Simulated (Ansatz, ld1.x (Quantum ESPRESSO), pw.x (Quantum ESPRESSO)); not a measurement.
## F: does the PAW potential hold in the solid?

- Element: fluorine (F)
- Generator: ld1.x (Quantum ESPRESSO) 7.5
- Type: PAW
- Functional: PBE
- Relativity: scalar-relativistic
- Frozen core: [He]
- Valence charge: 7
- Reference configuration: 2s2 2p5
- Partial waves: 2s (bound): rcut 0.55, rcutus 0.70 bohr; 2s channel at 3.2 Ry: rcut 0.55, rcutus 0.70 bohr; 2p (bound): rcut 1.75, rcutus 1.95 bohr; 2p channel at 2.2 Ry: rcut 1.75, rcutus 1.95 bohr; 3d channel at -0.1 Ry: rcut 1.55, rcutus 1.90 bohr; 3d channel at 0.8 Ry: rcut 1.55, rcutus 1.90 bohr
- Local potential: all-electron potential smoothed inside 1.40 bohr (lloc = -1)
- Core correction: a·sin(br)/r model core inside 0.76 bohr
- Augmentation charge: PSQ, inside the norm-conserving radii

Atomic tests: cutoffs needed: 60 Ry and 90 Ry (the cutoffs (Ry, on a coarse ladder) from which the occupation-weighted sum of valence levels, in a spherical-Bessel basis at the reference potential, stays within 10 and 1 mRy of its value at 400 Ry); ghost test: no extra level below or beside the all-electron valence levels (s, p, d, f tested) (spherical-Bessel basis up to 400 Ry, 20 bohr box); largest excitation error: -134 meV (all-electron minus pseudo) for 2s2 2p2, out of 7 test configurations.

Crystal test: bcc F in pw.x 7.5, no spin, 17³ k-points, Fermi–Dirac smearing 0.01 Ry, cutoffs 110/900 Ry. The lattice is a test structure that the element need not adopt, and mesh and smearing are coarse.

pw.x input:

```
&control
  calculation='scf', prefix='x', pseudo_dir='./', outdir='./tmp', tstress=.true., disk_io='low'
/
&system
  ibrav=0, nat=1, ntyp=1, ecutwfc=110, ecutrho=900, nbnd=11,
  occupations='smearing', smearing='fd', degauss=0.01
/
&electrons
  conv_thr=1e-09, mixing_beta=0.4, electron_maxstep=70
/
ATOMIC_SPECIES
F 1.0 F.UPF
CELL_PARAMETERS angstrom
  -1.37197683 1.37197683 1.37197683
  1.37197683 -1.37197683 1.37197683
  1.37197683 1.37197683 -1.37197683
ATOMIC_POSITIONS crystal
F 0.0000 0.0000 0.0000
K_POINTS automatic
17 17 17 0 0 0
```

```bash
pw.x < F.scf.in > F.scf.out
```

Task: How does the run end?

Result: It converges; the pressure is -0.47 GPa against -0.11 GPa from all-electron LAPW.  The log shows:

```
Message from routine setup:
     using ibrav=0 with symmetry is DISCOURAGED, use correct ibrav instead
     lattice parameter (alat)  =       4.4906  a.u.
     unit-cell volume          =      69.7103 (a.u.)^3
     number of electrons       =         7.00
     number of Kohn-Sham states=           11
     kinetic-energy cutoff     =     110.0000  Ry
     charge density cutoff     =     900.0000  Ry
     scf convergence threshold =      1.0E-09
     Exchange-correlation= SLA  PW   PBX  PBC
     number of k points=   165  Fermi-Dirac smearing, width (Ry)=  0.0100
     iteration #  1     ecut=   110.00 Ry     beta= 0.40
     total energy              =     -59.14048606 Ry
     estimated scf accuracy    <       0.00001264 Ry
     iteration #  2     ecut=   110.00 Ry     beta= 0.40
     total energy              =     -59.14048594 Ry
     estimated scf accuracy    <       0.00000703 Ry
     iteration #  3     ecut=   110.00 Ry     beta= 0.40
     total energy              =     -59.14048788 Ry
     estimated scf accuracy    <       0.00000063 Ry
     iteration #  4     ecut=   110.00 Ry     beta= 0.40
     total energy              =     -59.14048803 Ry
     estimated scf accuracy    <       0.00000001 Ry
     iteration #  5     ecut=   110.00 Ry     beta= 0.40
     the Fermi energy is    -1.0766 ev
!    total energy              =     -59.14048806 Ry
     estimated scf accuracy    <          4.5E-10 Ry
     smearing contrib. (-TS)   =      -0.01060601 Ry
     The total energy is F=E-TS. E is the sum of the following terms:
     one-electron contribution =     -16.81451997 Ry
     hartree contribution      =      11.77768673 Ry
     xc contribution           =      -8.89658508 Ry
     ewald contribution        =     -34.38985589 Ry
     one-center paw contrib.   =     -10.80660784 Ry
     convergence has been achieved in   5 iterations
          total   stress  (Ry/bohr**3)                   (kbar)     P=       -4.66
```
